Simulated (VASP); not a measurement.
# Nb (Fm-3m) in VASP: notebook

The runs below take Nb through relaxation of cell and atoms, single point, with r2SCAN, PBEsol, PBE.

Program: VASP 6.6.1. These are calculated values, not measurements. Logs are shortened: lines on timing, memory, paths and dates and some standing lists are left out, and cuts for length are marked.

### 1 The structure

Symmetry: Fm-3m, No. 225, cubic system. Conventional cell: a = 4.230 Å, b = 4.230 Å, c = 4.230 Å, α = 90.00°, β = 90.00°, γ = 90.00°. Nb (site symmetry m-3m) has 12 Nb at 2.99 Å as nearest neighbours.

This isn't the form of Nb at room conditions, which is bcc.

### 2 Relaxation of cell and atoms, r2SCAN

INCAR

```
PREC = Accurate
ENCUT = 600
EDIFF = 1E-7
ISMEAR = -1
SIGMA = 0.05
LREAL = False
LASPH = True
NELM = 80
ALGO = Normal
ISIF = 3
LWAVE = False
LCHARG = False
METAGGA = R2SCAN
LMIXTAU = True
IBRION = 2
NSW = 40
EDIFFG = -0.005
```

KPOINTS

```
Automatic mesh
0
Gamma
  10 10 10
```

POSCAR

```
Nb
1.0
    0.0000000000      2.1150000000      2.1150000000
    2.1150000000      0.0000000000      2.1150000000
    2.1150000000      2.1150000000      0.0000000000
Nb
1
Direct
    0.0000000000      0.0000000000      0.0000000000
```

Potentials or basis: VASP PAW PBE potentials, release 64 (Nb_sv).

On the command line:

```console
> cat potpaw_PBE.64/Nb_sv/POTCAR > POTCAR
> mpirun -np 1 vasp_std > vasp.out
```

OUTCAR:

```text
PREC = Accurate
   ENCUT = 600
   EDIFF = 1E-7
   ISMEAR = -1
   LREAL = False
   LASPH = True
   NELM = 80
   ISIF = 3
   METAGGA = R2SCAN
   IBRION = 2
   NSW = 40
   EDIFFG = -0.005

 ion  position               nearest neighbor table
   1  0.000  0.000  0.000-

  LATTYP: Found a face centered cubic cell.
 ALAT       =     4.2300000000

  Lattice vectors:

 A1 = (   0.0000000000,   2.1150000000,   2.1150000000)
 A2 = (   2.1150000000,   0.0000000000,   2.1150000000)
 A3 = (   2.1150000000,   2.1150000000,   0.0000000000)

Analysis of symmetry for initial positions (statically):
=====================================================================
 Subroutine PRICEL returns:
 Original cell was already a primitive cell.

 Routine SETGRP: Setting up the symmetry group for a
 face centered cubic supercell.

 Subroutine GETGRP returns: Found 48 space group operations
 (whereof 48 operations were pure point group operations)
 out of a pool of 48 trial point group operations.

The static configuration has the point symmetry O_h .

Analysis of symmetry for dynamics (positions and initial velocities):
=====================================================================
 Subroutine PRICEL returns:
 Original cell was already a primitive cell.

 Routine SETGRP: Setting up the symmetry group for a
 face centered cubic supercell.

 Subroutine GETGRP returns: Found 48 space group operations
 (whereof 48 operations were pure point group operations)
 out of a pool of 48 trial point group operations.

The dynamic configuration has the point symmetry O_h .

 Subroutine INISYM returns: Found 48 space group operations
 (whereof 48 operations are pure point group operations),
 and found     1 'primitive' translations

----------------------------------------------------------------------------------------

                                     Primitive cell

  volume of cell :      18.9217

  direct lattice vectors                    reciprocal lattice vectors
     0.000000000  2.115000000  2.115000000    -0.236406619  0.236406619  0.236406619
     2.115000000  0.000000000  2.115000000     0.236406619 -0.236406619  0.236406619
     2.115000000  2.115000000  0.000000000     0.236406619  0.236406619 -0.236406619

  length of vectors
     2.991061684  2.991061684  2.991061684     0.409468276  0.409468276  0.409468276

  position of ions in fractional coordinates (direct lattice)
     0.000000000  0.000000000  0.000000000

  ion indices of the primitive-cell ions
   primitive index   ion index
                 1           1

----------------------------------------------------------------------------------------

 KPOINTS: Automatic mesh

Automatic generation of k-mesh.
 Grid dimensions read from file:
 generate k-points for:   10   10   10

 Generating k-lattice:

  Cartesian coordinates                     Fractional coordinates (reciprocal lattice)
    -0.023640662  0.023640662  0.023640662     0.100000000  0.000000000  0.000000000
     0.023640662 -0.023640662  0.023640662     0.000000000  0.100000000  0.000000000
     0.023640662  0.023640662 -0.023640662     0.000000000  0.000000000  0.100000000

  Length of vectors
     0.040946828  0.040946828  0.040946828

  Shift w.r.t. Gamma in fractional coordinates (k-lattice)
     0.000000000  0.000000000  0.000000000

 Subroutine IBZKPT returns following result:
 ===========================================

 Found     47 irreducible k-points:

 Following reciprocal coordinates:
            Coordinates               Weight
  0.000000  0.000000  0.000000      1.000000
  0.100000  0.000000  0.000000      8.000000
  0.200000  0.000000  0.000000      8.000000
  0.300000  0.000000  0.000000      8.000000
  0.400000  0.000000  0.000000      8.000000
  0.500000  0.000000  0.000000      4.000000
[... 16 lines left out ...]
  0.300000  0.300000  0.000000      6.000000
  0.400000  0.300000  0.000000     24.000000
 [... further k-points ...]
   k-points           NKPTS =     47   k-points in BZ     NKDIM =     47   number of bands    NBANDS=     10
   number of dos      NEDOS =    301   number of ions     NIONS =      1
   total plane-waves  NPLWV =  13824
   dimension x,y,z NGX =    24 NGY =   24 NGZ =   24
   dimension x,y,z NGXF=    48 NGYF=   48 NGZF=   48
   ions per type =               1
   NGX,Y,Z   is equivalent  to a cutoff of  13.34, 13.34, 13.34 a.u.
   NGXF,Y,Z  is equivalent  to a cutoff of  26.68, 26.68, 26.68 a.u.
 SYSTEM =  unknown system
   PREC   = accura    normal or accurate (medium, high low for compatibility)
   ISTART =      0    job   : 0-new  1-cont  2-samecut
   ICHARG =      2    charge: 1-file 2-atom 10-const
   ISPIN  =      1    spin polarized calculation?
   LNONCOLLINEAR =      F non collinear calculations
   LSORBIT =      F    spin-orbit coupling
   LASPH  =      T    aspherical Exc in radial PAW
   ENCUT  =  600.0 eV  44.10 Ry    6.64 a.u.   5.97  5.97  5.97*2*pi/ulx,y,z
   NELM   =     80;   NELMIN=  2; NELMDL= -5     # of ELM steps
   EDIFF  = 0.1E-06   stopping-criterion for ELM
   LREAL  =      F    real-space projection
   EDIFFG = -.5E-02   stopping-criterion for IOM
   NSW    =     40    number of steps for IOM
   IBRION =      2    ionic relax: 0-MD 1-quasi-New 2-CG
   NFREE  =      1    steps in history (QN), initial steepest desc. (CG)
   ISIF   =      3    stress and relaxation
   ISYM   =      2    0-nonsym 1-usesym 2-fastsym
   POTIM  = 0.5000    time-step for ionic-motion
   TEBEG  =    0.0;   TEEND  =   0.0 temperature during run
   PSTRESS=    0.0 pullay stress
   NELECT =      13.0000    total number of electrons
   NUPDOWN=      -1.0000    fix difference up-down
   EMIN   =  10.00;   EMAX   =-10.00  energy-range for DOS
   EFERMI =   0.00;   METHOD = LEGACY
   ISMEAR =    -1;   SIGMA  =   0.05  broadening in eV -4-tet -1-fermi 0-gaus
   EFERMI_NEDOS =   21; number of points for ismear=-14 and -15
   IALGO  =     38    algorithm
   IMIX   =      4    mixing-type and parameters
     AMIX     =   0.40;   BMIX     =  1.00
     AMIX_MAG =   1.60;   BMIX_MAG =  1.00
  volume/ion in A,a.u.               =      18.92       127.69
  Fermi-wavevector in a.u.,A,eV,Ry     =   1.444560  2.729823 28.392005  2.086754
  Thomas-Fermi vector in A             =   2.562841
   LORBIT       =      0    0 simple, 1 ext, 2 COOP (PROOUT), +10 PAW based schemes
   METAGGA = R2SCAN    functional components
   LHFCALC =     F    Hartree Fock is set to
   AEXX    =    0.0000 exact exchange contribution
   IVDW    =     0    specifies the selected vdW correction
   LEPSILON=     F    determine dielectric tensor
   LRPA    =     F    only Hartree local field effects (RPA)
 conjugate gradient relaxation of ions
 non-spin polarized calculation
  energy-cutoff  :      600.00
  volume of cell :       18.92
 maximum number of plane-waves:       643
   NGX = 11   NGY = 11   NGZ = 11

--------------------------------------- Ionic step        1  -------------------------------------------

 number of electron      13.0000001 magnetization

 Free energy of the ion-electron system (eV)
  ---------------------------------------------------
  ext. energy  EPLUGINS =         0.00000000
  ---------------------------------------------------
  free energy    TOTEN  =       -24.52558294 eV

  energy without entropy =      -24.51518010  energy(sigma->0) =      -24.52038152

------------------------ aborting loop because EDIFF is reached ----------------------------------------

  FORCE on cell =-STRESS in cart. coord.  units (eV):
  Direction    XX          YY          ZZ          XY          YZ          ZX
  --------------------------------------------------------------------------------------
  -------------------------------------------------------------------------------------
  Total       -0.2743855     -0.2743855     -0.2743855     -0.0000000     -0.0000000      0.0000000
  in kB      -23.2332828    -23.2332828    -23.2332828     -0.0000000     -0.0000000      0.0000000
  external PRESSURE =     -23.2332828 kB  Pullay stress =       0.0000000 kB
[... 55 lines left out ...]
  energy  without entropy=      -24.5095422367  energy(sigma->0) =      -24.51501243

--------------------------------------- Ionic step        3  -------------------------------------------

 number of electron      13.0000001 magnetization

 Free energy of the ion-electron system (eV)
  ---------------------------------------------------
  ext. energy  EPLUGINS =         0.00000000
  ---------------------------------------------------
  free energy    TOTEN  =       -24.52748157 eV

  energy without entropy =      -24.51684107  energy(sigma->0) =      -24.52216132

 E-fermi :  11.0146     XC(G=0): -13.4132

 val. band max:       10.9978428038   @ k =   0.4000   0.1000   0.0000
 cond. band min:      11.0324699717   @ k =   0.5000   0.0000   0.0000
 fundamental gap:      0.0346271679
 Fermi energy:        11.0146412459

 k-point     1 :       0.0000    0.0000    0.0000
  band No.  band energies     occupation
      1     -45.5872      2.00000
      2     -20.2094      2.00000
      3     -20.2094      2.00000
      4     -20.2094      2.00000
      5       4.4204      2.00000
      6      11.1725      0.08165
      7      11.1725      0.08165
      8      11.1725      0.08165
      9      14.0161      0.00000
     10      14.0161      0.00000
[... 287 lines left out ...]
 k-point    24 :       0.4000    0.3000    0.0000
  band No.  band energies     occupation
      1     -45.3570      2.00000
      2     -21.1931      2.00000
      3     -20.6019      2.00000
      4     -20.5590      2.00000
      5       7.4211      2.00000
      6       8.2234      2.00000
      7      11.9082      0.00000
      8      14.0774      0.00000
      9      15.4235      0.00000
     10      15.8785      0.00000

 [... further k-points ...]

------------------------ aborting loop because EDIFF is reached ----------------------------------------

  FORCE on cell =-STRESS in cart. coord.  units (eV):
  Direction    XX          YY          ZZ          XY          YZ          ZX
  --------------------------------------------------------------------------------------
  -------------------------------------------------------------------------------------
  Total       -0.0019230     -0.0019230     -0.0019230      0.0000000     -0.0000000      0.0000000
  in kB       -0.1650697     -0.1650697     -0.1650697      0.0000000     -0.0000000      0.0000000
  external PRESSURE =      -0.1650697 kB  Pullay stress =       0.0000000 kB
[... 16 lines left out ...]
  FREE ENERGIE OF THE ION-ELECTRON SYSTEM (eV)
  ---------------------------------------------------
  free  energy   TOTEN  =       -24.5274815724 eV

  energy  without entropy=      -24.5168410668  energy(sigma->0) =      -24.52216132

 reached required accuracy - stopping structural energy minimisation
```

Wall time 100 s (1 thread of Intel Xeon Platinum 8259CL at 2.50GHz (Skylake/Cascade Lake), shared host); peak memory 0.15 GiB.

Results:

```
Free energy                            : -24.5275 eV
Relaxed volume                         : 18.66 Å³/atom
Relaxed cell                           : a = 2.977 Å, b = 2.977 Å, c = 2.977 Å, α = 60.00°, β = 60.00°, γ = 60.00°
Space group after relaxing (to 0.05 Å) : Fm-3m (No. 225)
Energy gained by relaxing              : 1.9 meV/atom
Ionic steps                            : 3
Pressure after relaxing                : 0.0 GPa
Band gap on the k mesh                 : none (metal or under the smearing width)
```

Step by step:
| step | energy change (eV) | largest force (eV/Å) | pressure (GPa) | volume (Å³) |
| --- | --- | --- | --- | --- |
| 1 | 0.0000 | 0.0000 | -2.32 | 18.92 |
| 2 | 0.0051 | 0.0000 | 4.74 | 18.18 |
| 3 | -0.0019 | 0.0000 | -0.02 | 18.66 |

Final structure:
```
Nb
1.0
     0.00000    2.10539    2.10539
     2.10539    0.00000    2.10539
     2.10539    2.10539    0.00000
Nb
1
Direct
  0.00000 0.00000 0.00000
```

Caveat: the PAW data sets were made with another functional, which shifts forces and pressure a little.

(Part 1 of 2 ends here.)
